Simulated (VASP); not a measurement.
# Te2Mo (P6_3/mmc) in VASP: a series of runs, part 2 of 2

VASP 6.6.1. Earlier steps stand in the parts before.

## Step 4: Single point, PBE0

POSCAR

```
Te2Mo
1.0
    3.5182000000      0.0000000000      0.0000000000
   -1.7591000000      3.0468505756      0.0000000000
    0.0000000000      0.0000000000     13.9736000000
Te Mo
4 2
Direct
    0.6666666667      0.3333333333      0.3790000000
    0.3333333333      0.6666666667      0.8790000000
    0.6666666667      0.3333333333      0.1210000000
    0.3333333333      0.6666666667      0.6210000000
    0.6666666667      0.3333333333      0.7500000000
    0.3333333333      0.6666666667      0.2500000000
```

INCAR.step1

```
SYSTEM = Te2Mo
ALGO     = Normal         ! electronic algorithm
EDIFF    = 1E-5           ! SCF threshold, eV
ENCUT    = 520            ! plane-wave cutoff, eV
GGA      = PE             ! functional
ISIF     = 2              ! what is computed and relaxed
ISMEAR   = -1             ! smearing method
LASPH    = .True.         ! aspherical terms in the spheres
LCHARG   = .False.        ! write CHGCAR
LREAL    = .False.        ! projectors in reciprocal space
LWAVE    = .True.         ! write WAVECAR
NBANDS   = 35             ! bands
NELM     = 100            ! most SCF steps
PREC     = Accurate       ! precision mode
SIGMA    = 0.05           ! smearing width, eV
```

INCAR.step2

```
SYSTEM = Te2Mo
AEXX     = 0.25           ! exact-exchange fraction
ALGO     = Normal         ! electronic algorithm
EDIFF    = 1E-6           ! SCF threshold, eV
ENCUT    = 520            ! plane-wave cutoff, eV
GGA      = PE             ! functional
HFRCUT   = -1           
ISIF     = 2              ! what is computed and relaxed
ISMEAR   = -1             ! smearing method
ISTART   = 1            
LASPH    = .True.         ! aspherical terms in the spheres
LCHARG   = .False.        ! write CHGCAR
LHFCALC  = .True.         ! exact exchange
LREAL    = .False.        ! projectors in reciprocal space
LWAVE    = .False.        ! write WAVECAR
NBANDS   = 35             ! bands
NELM     = 100            ! most SCF steps
PREC     = Accurate       ! precision mode
PRECFOCK = Fast         
SIGMA    = 0.05           ! smearing width, eV
```

KPOINTS

```
k-points
0
Gamma
  5 5 1
  0 0 0
```

Potentials or basis: VASP PAW PBE potentials, release 64 (Te, Mo_sv).

Run with:

```bash
> cat potpaw_PBE.64/Te/POTCAR potpaw_PBE.64/Mo_sv/POTCAR > POTCAR
> cp INCAR.step1 INCAR
> mpirun -np 1 vasp_std > vasp.out
> cp INCAR.step2 INCAR
> mpirun -np 1 vasp_std > vasp.out
```

OUTCAR:

```text
SYSTEM = Te2Mo
   AEXX = 0.25
   EDIFF = 1E-6
   ENCUT = 520
   GGA = PE
   ISIF = 2
   ISMEAR = -1
   ISTART = 1
   LASPH = .True.
   LHFCALC = .True.
   LREAL = .False.
   NELM = 100
   PREC = Accurate
   PRECFOCK = Fast

 ion  position               nearest neighbor table
   1  0.667  0.333  0.379-   6 2.72   6 2.72   6 2.72   3 3.61
   2  0.333  0.667  0.879-   5 2.72   5 2.72   5 2.72   4 3.61
   3  0.667  0.333  0.121-   6 2.72   6 2.72   6 2.72   1 3.61
   4  0.333  0.667  0.621-   5 2.72   5 2.72   5 2.72   2 3.61
   5  0.667  0.333  0.750-   2 2.72   4 2.72   2 2.72   4 2.72   2 2.72   4 2.72
   6  0.333  0.667  0.250-   1 2.72   3 2.72   1 2.72   3 2.72   1 2.72   3 2.72

  LATTYP: Found a hexagonal cell.
 ALAT       =     3.5182000000
 C/A-ratio  =     3.9718037633

  Lattice vectors:

 A1 = (   3.5182000000,   0.0000000000,   0.0000000000)
 A2 = (  -1.7591000000,   3.0468505756,   0.0000000000)
 A3 = (   0.0000000000,   0.0000000000,  13.9736000000)

Analysis of symmetry for initial positions (statically):
=====================================================================
 Subroutine PRICEL returns:
 Original cell was already a primitive cell.

 Routine SETGRP: Setting up the symmetry group for a
 hexagonal supercell.

 Subroutine GETGRP returns: Found 24 space group operations
 (whereof 12 operations were pure point group operations)
 out of a pool of 24 trial point group operations.

The static configuration has the point symmetry D_3d.
 The point group associated with its full space group is D_6h.

Analysis of symmetry for dynamics (positions and initial velocities):
=====================================================================
 Subroutine PRICEL returns:
 Original cell was already a primitive cell.
[... 122 lines left out ...]
   GGA     = PE    functional components
   LHFCALC =     T    Hartree Fock is set to
   PRECFOCK=fast      Normal, Fast or Accurate (Low or Medium for compatibility)
   ENCUT4O =  -1.0   cutoff for four orbital integrals eV
   NKREDX  =     1    reduce k-point grid by
   NKREDY  =     1    reduce k-point grid by
   NKREDZ  =     1    reduce k-point grid by
   AEXX    =    0.2500 exact exchange contribution
   HFSCREEN=    0.0000 screening length (either q_TF or 0.3 A-1)
   HFSCREENC=   0.0000 screening length for correlation (either q_TF or 0.3 A-1)
   ENCUTFOCK=  -1.0 apply spherical cutoff to Coloumb kernel
   IVDW    =     0    specifies the selected vdW correction
   LEPSILON=     F    determine dielectric tensor
   LRPA    =     F    only Hartree local field effects (RPA)
 non-spin polarized calculation
  energy-cutoff  :      520.00
  volume of cell :      149.79
 maximum number of plane-waves:      4095
 NGX is ok and might be reduce to    28
  NGX = 16; NGY = 16; NGZ = 64

 number of electron      51.9999997 magnetization

 Free energy of the ion-electron system (eV)
  ---------------------------------------------------
  ext. energy  EPLUGINS =         0.00000000
  ---------------------------------------------------
  free energy    TOTEN  =       -47.95702513 eV

  energy without entropy =      -47.95702511  energy(sigma->0) =      -47.95702512

 E-fermi :   8.3511     XC(G=0):  -8.2477

 val. band max:        7.5345890988   @ k =   0.0000   0.0000   0.0000
 cond. band min:       9.2565906464   @ k =   0.2000   0.2000   0.0000
 fundamental gap:      1.7220015476
 Fermi energy:         8.3510558449

 k-point     1 :       0.0000    0.0000    0.0000
  band No.  band energies     occupation
      1     -57.4927      2.00000
      2     -57.4920      2.00000
      3     -30.2326      2.00000
      4     -30.2324      2.00000
      5     -30.0872      2.00000
      6     -30.0872      2.00000
[... 179 lines left out ...]
     34      13.2271      0.00000
     35      13.2813      0.00000

------------------------ aborting loop because EDIFF is reached ----------------------------------------

  FORCE on cell =-STRESS in cart. coord.  units (eV):
  Direction    XX          YY          ZZ          XY          YZ          ZX
  --------------------------------------------------------------------------------------
  -------------------------------------------------------------------------------------
  Total       -0.9316653     -0.9316653     -0.9219622      0.0000000      0.0000000      0.0000000
  in kB       -9.9653027     -9.9653027     -9.8615165      0.0000000      0.0000000      0.0000000
  external PRESSURE =      -9.9307073 kB  Pullay stress =       0.0000000 kB

 VOLUME and BASIS-vectors are now :
 -----------------------------------------------------------------------------
  energy-cutoff  :      520.00
  volume of cell :      149.79
      direct lattice vectors                 reciprocal lattice vectors
     3.518200000  0.000000000  0.000000000     0.284236257  0.164103880  0.000000000
    -1.759100000  3.046850576  0.000000000     0.000000000  0.328207759  0.000000000
     0.000000000  0.000000000 13.973600000     0.000000000  0.000000000  0.071563520

 POSITION                                       TOTAL-FORCE (eV/Angst)
 -----------------------------------------------------------------------------------
      1.75910      1.01562      5.29599         0.000000      0.000000     -0.389562
     -0.00000      2.03123     12.28279         0.000000     -0.000000     -0.389562
      1.75910      1.01562      1.69081        -0.000000     -0.000000      0.389562
     -0.00000      2.03123      8.67761         0.000000     -0.000000      0.389562
      1.75910      1.01562     10.48020        -0.000000      0.000000     -0.000000
     -0.00000      2.03123      3.49340         0.000000     -0.000000     -0.000000
 -----------------------------------------------------------------------------------
    total drift:                                0.000000      0.000000      0.000000

  FREE ENERGIE OF THE ION-ELECTRON SYSTEM (eV)
  ---------------------------------------------------
  free  energy   TOTEN  =       -47.9570251260 eV

  energy  without entropy=      -47.9570251140  energy(sigma->0) =      -47.95702512
```

OUTCAR.step1:

```text
SYSTEM = Te2Mo
   EDIFF = 1E-5
   ENCUT = 520
   GGA = PE
   ISIF = 2
[... 409 lines left out ...]
      1.75910      1.01562      1.69081         0.000000      0.000000     -0.148556
     -0.00000      2.03123      8.67761         0.000000      0.000000     -0.148556
      1.75910      1.01562     10.48020        -0.000000      0.000000      0.000000
     -0.00000      2.03123      3.49340         0.000000     -0.000000      0.000000
 -----------------------------------------------------------------------------------
    total drift:                               -0.000000      0.000000     -0.000000

  FREE ENERGIE OF THE ION-ELECTRON SYSTEM (eV)
  ---------------------------------------------------
  free  energy   TOTEN  =       -35.9299646048 eV

  energy  without entropy=      -35.9298219164  energy(sigma->0) =      -35.92989326
```

OSZICAR.step1:

```text
N       E                     dE             d eps       ncg     rms          rms(c)
DAV:   1     0.398448707130E+03    0.39845E+03   -0.26786E+04   390   0.133E+03
DAV:   2    -0.146296935945E+02   -0.41308E+03   -0.39846E+03   421   0.322E+02
DAV:   3    -0.366425879125E+02   -0.22013E+02   -0.21573E+02   436   0.640E+01
DAV:   4    -0.371821595031E+02   -0.53957E+00   -0.53743E+00   417   0.991E+00
DAV:   5    -0.371954388432E+02   -0.13279E-01   -0.13264E-01   441   0.163E+00    0.217E+01
DAV:   6    -0.364277986275E+02    0.76764E+00   -0.59903E+00   382   0.130E+01    0.881E+00
DAV:   7    -0.363857898551E+02    0.42009E-01   -0.53046E+00   367   0.106E+01    0.617E+00
DAV:   8    -0.359313561455E+02    0.45443E+00   -0.11030E+00   373   0.550E+00    0.256E+00
DAV:   9    -0.359374856953E+02   -0.61295E-02   -0.19264E-01   406   0.198E+00    0.111E+00
DAV:  10    -0.359298336588E+02    0.76520E-02   -0.38458E-02   374   0.112E+00    0.338E-01
DAV:  11    -0.359301127488E+02   -0.27909E-03   -0.20476E-03   392   0.220E-01    0.176E-01
DAV:  12    -0.359300098383E+02    0.10291E-03   -0.19350E-04   409   0.709E-02    0.150E-01
DAV:  13    -0.359299655794E+02    0.44259E-04   -0.14256E-04   377   0.616E-02    0.448E-02
DAV:  14    -0.359299646048E+02    0.97459E-06   -0.10607E-05   212   0.149E-02
   1 F= -.35929965E+02 E0= -.35929893E+02  d E =-.142688E-03
```

Wall time 15 min (1 thread of AMD EPYC 9R45 (Zen 5), shared host); peak memory 0.26 GiB.

Results:

```yaml
Free_energy: -47.9570 eV
Pressure: -1.0 GPa
Largest_force: 0.390 eV/Å
Band_gap_on_the_k_mesh: 1.72 eV, indirect (least direct gap 2.47 eV)
```

Forces on the atoms (eV/Å):
```
Te   0.000  0.000 -0.390
Te   0.000  0.000 -0.390
Te   0.000  0.000  0.390
Te   0.000  0.000  0.390
Mo   0.000  0.000  0.000
Mo   0.000  0.000  0.000
```

Caveat: the k mesh is coarse (spacing up to 0.45 Å⁻¹), so the values aren't converged, least of all with exact exchange; the PAW data sets were made with another functional, which shifts forces and pressure a little; spin-orbit coupling is left out, which moves the levels of the heavy elements; an odd mesh through Γ misses points on the zone boundary, where band edges often lie; this functional lacks dispersion, which binds the layers, so the pressure and a relaxed spacing across them are unreliable.

## Step 5: Summary

| level | screening parameter | gap on the mesh (eV) | pressure (GPa) | largest force (eV/Å) |
| --- | --- | --- | --- | --- |
| HSE06 | 0.2079 1/A | 1.11 | -0.8 | 0.40 |
| r2SCAN50 | - | 2.88 | -5.1 | 1.02 |
| PBE0 | - | 1.72 | -1.0 | 0.39 |

Alike in all rows: task single point; potentials or basis VASP PAW PBE potentials, release 64 (Te, Mo_sv); no spin polarisation; cell as given; k mesh 5 × 5 × 1; cutoff (eV) 520; smearing fermi-dirac 0.05 eV; the mesh is coarse, so values aren't converged.

Caveats: all runs use coarse meshes; the PAW data sets were made with another functional, which shifts forces and pressure a little; spin-orbit coupling is left out, which moves the levels of the heavy elements; an odd mesh through Γ misses points on the zone boundary, where band edges often lie; this functional lacks dispersion, which binds the layers, so the pressure and a relaxed spacing across them are unreliable (some runs).

Total energies depend on the potentials used, so only differences within one code and one set of settings carry meaning.
